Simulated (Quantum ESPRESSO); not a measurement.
TiAl3, 4 atoms in the cell. The structure is tetragonal, space group I4/mmm (No. 139). Conventional cell: a = 3.822 Å, b = 3.822 Å, c = 8.561 Å, α = 90.00°, β = 90.00°, γ = 90.00°. Around Ti (site symmetry 4/mmm) lie 12 Al at 2.70 to 2.87 Å. Al (site symmetry -4m2) is surrounded by 8 Al at 2.70 to 2.87 Å and 4 Ti at 2.87 Å. Al (site symmetry 4/mmm) is surrounded by 4 Ti at 2.70 Å and 8 Al at 2.87 Å. The cell comes from a database or a generator and needn't be the stable form of this composition.

| Item | Value |
| --- | --- |
| Program | Quantum ESPRESSO 7.5 |
| Task | relaxation of cell and atoms |
| Functional | PBEsol |
| Potentials or basis | GBRV 1.5 PBEsol |
| Cutoff | 612 eV |
| Density cutoff | 4898 eV |
| k mesh | 8 × 8 × 8 |
| Occupations | fermi-dirac, width 0.05 eV |
| Spin | no spin polarisation |
| ASE optimiser | FIRE |
| Mixing beta | 0.5 |
| Most SCF iterations | 120 |
| SCF threshold | 8e-10 Ry |

Potentials or basis: GBRV 1.5 PBEsol.

The run is started by

```console
$ OMP_NUM_THREADS=1 python run.py
```

Hardware: 2 MPI ranks on Intel(R) Xeon(R) 6975P-C (Granite Rapids), on a shared host.

Task: Estimate the wall time of this run.

Result: Run time: 110 s on 2 MPI ranks on Intel(R) Xeon(R) 6975P-C (Granite Rapids), with other jobs on the host, peak memory 0.36 GiB a rank. Counts: scf iterations 10, k pools 2, bands 17, ion steps 5, k points 59, g dense 48421.
